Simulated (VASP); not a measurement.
Wanted: the native input for a VASP 6.6.1 run.

```yaml
Task: Born charges and dielectric tensor
Functional: LDA
Potentials_or_basis: VASP PAW LDA potentials, release 64 (Cd, Te)
Cutoff: 600 eV
k_mesh: 10 × 10 × 10
Occupations: gaussian, width 0.02 eV
Spin: no spin polarisation
Further_INCAR_settings: ALGO = Normal; EDIFF = 1e-08; IBRION = 8; NSW = 1
```

The structure of CdTe lies in POSCAR:

```
CdTe
1.0
    0.0000000000      3.2096500000      3.2096500000
    3.2096500000      0.0000000000      3.2096500000
    3.2096500000      3.2096500000      0.0000000000
Cd Te
1 1
Direct
    0.0000000000      0.0000000000      0.0000000000
    0.7500000000      0.7500000000      0.7500000000
```

The cell is a database's computed one.

The input as run:

INCAR

```
  PREC = Accurate
  ENCUT = 600
  EDIFF = 1E-8
  ISMEAR = 0
  SIGMA = 0.02
  LREAL = F
  LASPH = T
  NELM = 80
  ALGO = Normal
  ISIF = 2
  LWAVE = F
  LCHARG = F
  GGA = CA
  LEPSILON = T
  IBRION = 8
  NSW = 1
```

KPOINTS

```
Automatic mesh
0
Gamma
  10 10 10
```

Potentials or basis: VASP PAW LDA potentials, release 64 (Cd, Te).

Command:

```bash
$ cat potpaw_LDA.64/Cd/POTCAR potpaw_LDA.64/Te/POTCAR > POTCAR
$ mpirun -np 1 vasp_std > vasp.out
```

It gave:

| Quantity | Value |
| --- | --- |
| Band gap on the k mesh | 0.64 eV, direct |
| Electronic dielectric tensor (diagonal) | 10.67 |
| Born charges (mean of the diagonal) | Cd +2.17; Te -2.17 e |
| Highest phonon frequency at Γ, LO-TO splitting left out | 149 cm⁻¹ |

Caveat: the gap is small at this level, which inflates the dielectric constant; spin-orbit coupling is left out, which moves the levels of the heavy elements.

Run time: 14 min on 1 thread of Intel(R) Xeon(R) Platinum 8488C (Sapphire Rapids), with other jobs on the host, peak memory 0.57 GiB.
